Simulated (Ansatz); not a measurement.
What strain does to LiF (Fm-3m)

A 2-atom cell of LiF started from a crystallographic database, relaxed with r2SCAN in the PAW code Ansatz. Space group Fm-3m (No. 225), cubic; a = 3.990 Å in the conventional setting, 7.94 Å³ an atom. Li has 6 F at 1.99 Å; F has 6 Li at 1.99 Å.

The axes x, y and z are those of this cell:
```
Li F
1.0
     0.00000    1.99487    1.99487
     1.99487    0.00000    1.99487
     1.99487    1.99487    0.00000
Li F
1 1
Direct
  0.00000 0.00000 0.00000
  0.50000 0.50000 0.50000
```

Unstrained: PBE gives an indirect gap of 9.347 eV, from Γ–K (0.17 of the way from Γ) to Γ; the least direct gap is 9.348 eV at Γ. Least and direct gap differ so little that the kind isn't settled. r2SCAN gives a direct gap of 10.330 eV at Γ. With HSE06 the valence top lies at Γ–K (0.17 of the way from Γ) and the conduction bottom at Γ, 11.674 eV higher; the smallest vertical gap, at Γ, is 11.675 eV. Least and direct gap differ so little that the kind isn't settled. Meshes: PBE 10×10×10, r2SCAN 10×10×10, HSE06 8×8×8. Strains are changes of length per length. After each strain the atoms were relaxed again with r2SCAN within the symmetry that the strain leaves, so tilts or polar shifts that break it weren't tested; points keep the names that they have in the unstrained zone. Calculated for a static, non-magnetic cell.

Changes of the least gap in eV (an overlap counts as a negative gap):

| strain | volume change (%) | space group | PBE | r2SCAN | HSE06 | energy rise, r2SCAN (meV/atom) |
| --- | --- | --- | --- | --- | --- | --- |
| uniaxial +4.86 % along y | +4.9 | I4/mmm | -0.491 | -0.511 | -0.530 | 6.6 |
| uniaxial -5.75 % along z | -5.7 | I4/mmm | +0.493 | +0.517 | +0.525 | 14.6 |

Uniaxial +4.86 % along y, other directions held. HSE06: the gap goes from 11.674 to 11.144 eV (-0.530 eV); least and direct gap lie within 0.04 eV, so its kind isn't settled. Stress change with r2SCAN, compression positive: xx -2.04, yy -5.03, zz -2.04 GPa.

Uniaxial -5.75 % along z, other directions held. HSE06: the gap goes from 11.674 to 12.199 eV (+0.525 eV); least and direct gap lie within 0.04 eV, so its kind isn't settled. Stress change with r2SCAN, compression positive: xx +3.07, yy +3.07, zz +11.43 GPa.

Where an edge lies off the special points, it is a point of the mesh or the k point where a search put PBE's edge or least direct gap, reused for the other functionals, whose own edges may lie a little apart.

The meshes of the hybrids are coarse, so their gaps aren't converged to the digits shown.
